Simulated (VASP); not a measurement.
# Rh (P6_3/mmc) in VASP: single point with LDA

Aim: the single point of Rh with LDA.

Program: VASP 6.6.1. These are calculated values, not measurements. Logs are shortened: lines on timing, memory, paths and dates and some standing lists are left out, and cuts for length are marked.

## 1. The crystal as given

It takes space group P6_3/mmc (No. 194, hexagonal). The conventional cell has a = 2.692 Å, b = 2.692 Å, c = 8.798 Å, α = 90.00°, β = 90.00°, γ = 120.00°. Around Rh (site symmetry -3m) lie 12 Rh at 2.69 Å. Around Rh (site symmetry -6m2) lie 12 Rh at 2.69 Å.

This isn't the form of Rh at room conditions, which is fcc.

## 2. Single point, LDA

File INCAR:

```
SYSTEM = Rh
PREC = Accurate
ENCUT = 520
EDIFF = 1E-7
ISMEAR = 0
SIGMA = 0.1
LREAL = .False.
LASPH = .True.
NELM = 60
ALGO = Normal
ISIF = 2
LWAVE = .False.
LCHARG = .False.
NBANDS = 38
```

File KPOINTS:

```
regular mesh
0
Gamma
  6 6 2
  0 0 0
```

File POSCAR:

```
Rh
1.0
    2.6917450000      0.0000000000      0.0000000000
   -1.3458720000      2.3311190000      0.0000000000
    0.0000000000      0.0000000000      8.7980700000
Rh
4
Direct
    0.0000000000      0.0000000000      0.0000000000
    0.3333333333      0.6666666667      0.2500000000
    0.0000000000      0.0000000000      0.5000000000
    0.6666666667      0.3333333333      0.7500000000
```

Potentials or basis: VASP PAW LDA potentials, release 64 (Rh_pv).

The run is started by

```bash
> cat potpaw_LDA.64/Rh_pv/POTCAR > POTCAR
> mpirun -np 1 vasp_std > vasp.out
```

OUTCAR:

```text
SYSTEM = Rh
   PREC = Accurate
   ENCUT = 520
   EDIFF = 1E-7
   ISMEAR = 0
   LREAL = .False.
   LASPH = .True.
   NELM = 60
   ISIF = 2

 ion  position               nearest neighbor table
   1  0.000  0.000  0.000-   2 2.69   4 2.69   4 2.69   2 2.69   4 2.69   2 2.69
   2  0.333  0.667  0.250-   1 2.69   3 2.69   1 2.69   3 2.69   1 2.69   3 2.69
   3  0.000  0.000  0.500-   2 2.69   4 2.69   4 2.69   2 2.69   4 2.69   2 2.69
   4  0.667  0.333  0.750-   1 2.69   3 2.69   1 2.69   3 2.69   1 2.69   3 2.69

  LATTYP: Found a hexagonal cell.
 ALAT       =     2.6917450000
 C/A-ratio  =     3.2685376958

  Lattice vectors:

 A1 = (   2.6917450000,   0.0000000000,   0.0000000000)
 A2 = (  -1.3458720000,   2.3311190000,   0.0000000000)
 A3 = (   0.0000000000,   0.0000000000,   8.7980700000)

Analysis of symmetry for initial positions (statically):
=====================================================================
 Subroutine PRICEL returns:
 Original cell was already a primitive cell.

 Routine SETGRP: Setting up the symmetry group for a
 hexagonal supercell.

 Subroutine GETGRP returns: Found 24 space group operations
 (whereof 12 operations were pure point group operations)
 out of a pool of 24 trial point group operations.

The static configuration has the point symmetry D_3d.
 The point group associated with its full space group is D_6h.

Analysis of symmetry for dynamics (positions and initial velocities):
=====================================================================
 Subroutine PRICEL returns:
 Original cell was already a primitive cell.

 Routine SETGRP: Setting up the symmetry group for a
 hexagonal supercell.

 Subroutine GETGRP returns: Found 24 space group operations
 (whereof 12 operations were pure point group operations)
 out of a pool of 24 trial point group operations.

The dynamic configuration has the point symmetry D_3d.
 The point group associated with its full space group is D_6h.

 Subroutine INISYM returns: Found 24 space group operations
 (whereof 12 operations are pure point group operations),
 and found     1 'primitive' translations

----------------------------------------------------------------------------------------

                                     Primitive cell

  volume of cell :      55.2059

  direct lattice vectors                    reciprocal lattice vectors
     2.691745000  0.000000000  0.000000000     0.371506216  0.214489185  0.000000000
    -1.345872000  2.331119000  0.000000000     0.000000000  0.428978529  0.000000000
     0.000000000  0.000000000  8.798070000     0.000000000  0.000000000  0.113661292

  length of vectors
     2.691745000  2.691744273  8.798070000     0.428978413  0.428978529  0.113661292

  position of ions in fractional coordinates (direct lattice)
     0.000000000  0.000000000  0.000000000
     0.333333333  0.666666667  0.250000000
     0.000000000  0.000000000  0.500000000
     0.666666667  0.333333333  0.750000000

  ion indices of the primitive-cell ions
   primitive index   ion index
                 1           1
                 2           2
                 3           3
                 4           4

----------------------------------------------------------------------------------------

 KPOINTS: regular mesh

Automatic generation of k-mesh.
 Grid dimensions read from file:
 generate k-points for:    6    6    2

 Generating k-lattice:

  Cartesian coordinates                     Fractional coordinates (reciprocal lattice)
     0.061917703  0.035748197  0.000000000     0.166666667 -0.000000000  0.000000000
     0.000000000  0.071496422  0.000000000     0.000000000  0.166666667  0.000000000
     0.000000000  0.000000000  0.056830646     0.000000000  0.000000000  0.500000000

  Length of vectors
     0.071496402  0.071496422  0.056830646

  Shift w.r.t. Gamma in fractional coordinates (k-lattice)
     0.000000000  0.000000000  0.000000000

 Subroutine IBZKPT returns following result:
 ===========================================

 Found     14 irreducible k-points:

 Following reciprocal coordinates:
            Coordinates               Weight
  0.000000  0.000000  0.000000      1.000000
  0.166667 -0.000000  0.000000      6.000000
  0.333333 -0.000000  0.000000      6.000000
  0.500000 -0.000000  0.000000      3.000000
  0.166667  0.166667  0.000000      6.000000
  0.333333  0.166667  0.000000     12.000000
  0.333333  0.333333  0.000000      2.000000
  0.000000  0.000000  0.500000      1.000000
  0.166667 -0.000000  0.500000      6.000000
  0.333333 -0.000000  0.500000      6.000000
  0.500000 -0.000000  0.500000      3.000000
  0.166667  0.166667  0.500000      6.000000
  0.333333  0.166667  0.500000     12.000000
  0.333333  0.333333  0.500000      2.000000
   k-points           NKPTS =     14   k-points in BZ     NKDIM =     14   number of bands    NBANDS=     38
   number of dos      NEDOS =    301   number of ions     NIONS =      4
   total plane-waves  NPLWV =  28000
   dimension x,y,z NGX =    20 NGY =   20 NGZ =   70
   dimension x,y,z NGXF=    40 NGYF=   40 NGZF=  140
   ions per type =               4
   NGX,Y,Z   is equivalent  to a cutoff of  12.35, 12.35, 13.23 a.u.
   NGXF,Y,Z  is equivalent  to a cutoff of  24.70, 24.70, 26.45 a.u.
 SYSTEM =  Rh
   PREC   = accura    normal or accurate (medium, high low for compatibility)
   ISTART =      0    job   : 0-new  1-cont  2-samecut
   ICHARG =      2    charge: 1-file 2-atom 10-const
   ISPIN  =      1    spin polarized calculation?
   LNONCOLLINEAR =      F non collinear calculations
   LSORBIT =      F    spin-orbit coupling
   LASPH  =      T    aspherical Exc in radial PAW
   ENCUT  =  520.0 eV  38.22 Ry    6.18 a.u.   5.00  5.00 16.36*2*pi/ulx,y,z
   NELM   =     60;   NELMIN=  2; NELMDL= -5     # of ELM steps
   EDIFF  = 0.1E-06   stopping-criterion for ELM
   LREAL  =      F    real-space projection
   EDIFFG = 0.1E-05   stopping-criterion for IOM
   NSW    =      0    number of steps for IOM
   IBRION =     -1    ionic relax: 0-MD 1-quasi-New 2-CG
   NFREE  =      0    steps in history (QN), initial steepest desc. (CG)
   ISIF   =      2    stress and relaxation
   ISYM   =      2    0-nonsym 1-usesym 2-fastsym
   POTIM  = 0.5000    time-step for ionic-motion
   TEBEG  =    0.0;   TEEND  =   0.0 temperature during run
   PSTRESS=    0.0 pullay stress
   NELECT =      60.0000    total number of electrons
   NUPDOWN=      -1.0000    fix difference up-down
   EMIN   =  10.00;   EMAX   =-10.00  energy-range for DOS
   EFERMI =   0.00;   METHOD = LEGACY
   ISMEAR =     0;   SIGMA  =   0.10  broadening in eV -4-tet -1-fermi 0-gaus
   EFERMI_NEDOS =   21; number of points for ismear=-14 and -15
   IALGO  =     38    algorithm
   IMIX   =      4    mixing-type and parameters
     AMIX     =   0.40;   BMIX     =  1.00
     AMIX_MAG =   1.60;   BMIX_MAG =  1.00
  volume/ion in A,a.u.               =      13.80        93.14
  Fermi-wavevector in a.u.,A,eV,Ry     =   1.683178  3.180745 38.546495  2.833087
  Thomas-Fermi vector in A             =   2.766425
   LORBIT       =      0    0 simple, 1 ext, 2 COOP (PROOUT), +10 PAW based schemes
   GGA     = CA    functional components
   LHFCALC =     F    Hartree Fock is set to
   AEXX    =    0.0000 exact exchange contribution
   IVDW    =     0    specifies the selected vdW correction
   LEPSILON=     F    determine dielectric tensor
   LRPA    =     F    only Hartree local field effects (RPA)
 non-spin polarized calculation
 Gauss-broadening in eV      SIGMA  =   0.10
  energy-cutoff  :      520.00
  volume of cell :       55.21
 maximum number of plane-waves:      1512
 NGX is ok and might be reduce to    20
   NGX =  9   NGY =  9   NGZ = 33

 number of electron      59.9999995 magnetization

 Free energy of the ion-electron system (eV)
  ---------------------------------------------------
  ext. energy  EPLUGINS =         0.00000000
  ---------------------------------------------------
  free energy    TOTEN  =       -34.47437978 eV

  energy without entropy =      -34.43578331  energy(sigma->0) =      -34.45508155

 E-fermi :  11.6074     XC(G=0): -14.3274

 val. band max:       11.6019482424   @ k =   0.3333   0.1667   0.5000
 cond. band min:      11.6983301263   @ k =   0.3333  -0.0000   0.0000
 fundamental gap:      0.0963818839
 Fermi energy:        11.6074143724

 k-point     1 :       0.0000    0.0000    0.0000
  band No.  band energies     occupation
      1     -35.2907      2.00000
      2     -34.9427      2.00000
      3     -34.9173      2.00000
      4     -34.6008      2.00000
      5     -34.6008      2.00000
      6     -34.5659      2.00000
[... 30 lines left out ...]
     37      20.1329      0.00000
     38      26.0556      0.00000

 k-point     2 :       0.1667   -0.0000    0.0000
  band No.  band energies     occupation
      1     -35.2291      2.00000
      2     -34.9581      2.00000
      3     -34.9430      2.00000
      4     -34.7377      2.00000
      5     -34.6743      2.00000
      6     -34.6446      2.00000
[... 30 lines left out ...]
     37      20.0057      0.00000
     38      26.8091      0.00000

 k-point     3 :       0.3333   -0.0000    0.0000
  band No.  band energies     occupation
      1     -35.1272      2.00000
      2     -35.1179      2.00000
      3     -35.0332      2.00000
      4     -34.9973      2.00000
      5     -34.9374      2.00000
      6     -34.7661      2.00000
[... 30 lines left out ...]
     37      19.9860      0.00000
     38      22.3704      0.00000

 k-point     4 :       0.5000   -0.0000    0.0000
  band No.  band energies     occupation
      1     -35.2423      2.00000
      2     -35.2118      2.00000
      3     -35.1269      2.00000
      4     -35.0737      2.00000
      5     -34.8956      2.00000
      6     -34.8631      2.00000
[... 30 lines left out ...]
     37      20.6440      0.00000
     38      20.7041      0.00000

 k-point     5 :       0.1667    0.1667    0.0000
  band No.  band energies     occupation
      1     -35.1241      2.00000
      2     -35.0383      2.00000
      3     -35.0267      2.00000
      4     -34.8982      2.00000
      5     -34.8642      2.00000
      6     -34.7694      2.00000
[... 30 lines left out ...]
     37      20.1183      0.00000
     38      25.2297      0.00000

 k-point     6 :       0.3333    0.1667    0.0000
  band No.  band energies     occupation
      1     -35.1721      2.00000
      2     -35.1424      2.00000
      3     -35.0590      2.00000
      4     -35.0189      2.00000
      5     -34.9644      2.00000
      6     -34.8436      2.00000
[... 30 lines left out ...]
     37      21.5048      0.00000
     38      21.5261      0.00000

 k-point     7 :       0.3333    0.3333    0.0000
  band No.  band energies     occupation
      1     -35.1121      2.00000
      2     -35.0380      2.00000
      3     -35.0380      2.00000
      4     -35.0182      2.00000
      5     -35.0182      2.00000
      6     -34.9616      2.00000
[... 30 lines left out ...]
     37      20.2637      0.00000
     38      20.2637      0.00000

 k-point     8 :       0.0000    0.0000    0.5000
  band No.  band energies     occupation
      1     -35.1865      2.00000
      2     -35.1865      2.00000
      3     -34.6667      2.00000
      4     -34.6667      2.00000
      5     -34.5873      2.00000
      6     -34.5873      2.00000
[... 30 lines left out ...]
     37      22.6679      0.00000
     38      22.6679      0.00000

 k-point     9 :       0.1667   -0.0000    0.5000
  band No.  band energies     occupation
      1     -35.1484      2.00000
      2     -35.1484      2.00000
      3     -34.7548      2.00000
      4     -34.7548      2.00000
      5     -34.6981      2.00000
      6     -34.6981      2.00000
[... 30 lines left out ...]
     37      22.9297      0.00000
     38      22.9297      0.00000

 k-point    10 :       0.3333   -0.0000    0.5000
  band No.  band energies     occupation
      1     -35.1227      2.00000
      2     -35.1227      2.00000
      3     -35.0245      2.00000
      4     -35.0245      2.00000
      5     -34.8608      2.00000
      6     -34.8608      2.00000
[... 30 lines left out ...]
     37      22.7711      0.00000
     38      22.7711      0.00000

 k-point    11 :       0.5000   -0.0000    0.5000
  band No.  band energies     occupation
      1     -35.1975      2.00000
      2     -35.1975      2.00000
      3     -35.1514      2.00000
      4     -35.1514      2.00000
      5     -34.8438      2.00000
      6     -34.8438      2.00000
[... 30 lines left out ...]
     37      20.7359      0.00000
     38      20.7359      0.00000

 k-point    12 :       0.1667    0.1667    0.5000
  band No.  band energies     occupation
      1     -35.1057      2.00000
      2     -35.1057      2.00000
      3     -34.9302      2.00000
      4     -34.9302      2.00000
      5     -34.8308      2.00000
      6     -34.8308      2.00000
[... 30 lines left out ...]
     37      23.6586      0.00000
     38      23.6586      0.00000

 k-point    13 :       0.3333    0.1667    0.5000
  band No.  band energies     occupation
      1     -35.1329      2.00000
      2     -35.1329      2.00000
      3     -35.0932      2.00000
      4     -35.0932      2.00000
      5     -34.8650      2.00000
      6     -34.8650      2.00000
[... 30 lines left out ...]
     37      21.0084      0.00000
     38      21.0084      0.00000

 k-point    14 :       0.3333    0.3333    0.5000
  band No.  band energies     occupation
      1     -35.0710      2.00000
      2     -35.0710      2.00000
      3     -35.0559      2.00000
      4     -35.0559      2.00000
      5     -34.9351      2.00000
      6     -34.9351      2.00000
[... 30 lines left out ...]
     37      19.3649      0.00000
     38      19.3649      0.00000

------------------------ aborting loop because EDIFF is reached ----------------------------------------

  FORCE on cell =-STRESS in cart. coord.  units (eV):
  Direction    XX          YY          ZZ          XY          YZ          ZX
  --------------------------------------------------------------------------------------
  -------------------------------------------------------------------------------------
  Total       -2.9551456     -2.9551442     -4.7347009     -0.0000006      0.0000000      0.0000000
  in kB      -85.7637374    -85.7636969   -137.4096892     -0.0000184      0.0000000      0.0000000
  external PRESSURE =    -102.9790412 kB  Pullay stress =       0.0000000 kB

 VOLUME and BASIS-vectors are now :
 -----------------------------------------------------------------------------
  energy-cutoff  :      520.00
  volume of cell :       55.21
      direct lattice vectors                 reciprocal lattice vectors
     2.691745000  0.000000000  0.000000000     0.371506216  0.214489185  0.000000000
    -1.345872000  2.331119000  0.000000000     0.000000000  0.428978529  0.000000000
     0.000000000  0.000000000  8.798070000     0.000000000  0.000000000  0.113661292

 POSITION                                       TOTAL-FORCE (eV/Angst)
 -----------------------------------------------------------------------------------
      0.00000      0.00000      0.00000         0.000000      0.000000      0.000000
      0.00000      1.55408      2.19952         0.000000     -0.000000      0.000000
      0.00000      0.00000      4.39903         0.000000      0.000000      0.000000
      1.34587      0.77704      6.59855        -0.000000      0.000000     -0.000000
 -----------------------------------------------------------------------------------
    total drift:                                0.000000     -0.000000      0.000000

  FREE ENERGIE OF THE ION-ELECTRON SYSTEM (eV)
  ---------------------------------------------------
  free  energy   TOTEN  =       -34.4743797775 eV

  energy  without entropy=      -34.4357833128  energy(sigma->0) =      -34.45508155
```

It took 12 s on 1 thread of Intel Xeon 6975P-C (Granite Rapids), shared host; peak memory 0.15 GiB.

Results:

* Free energy: -34.4744 eV
* Pressure: -10.3 GPa
* Band gap on the k mesh: none (metal or under the smearing width)

Caveat: the k mesh is coarse (spacing up to 0.45 Å⁻¹), so the values aren't converged.
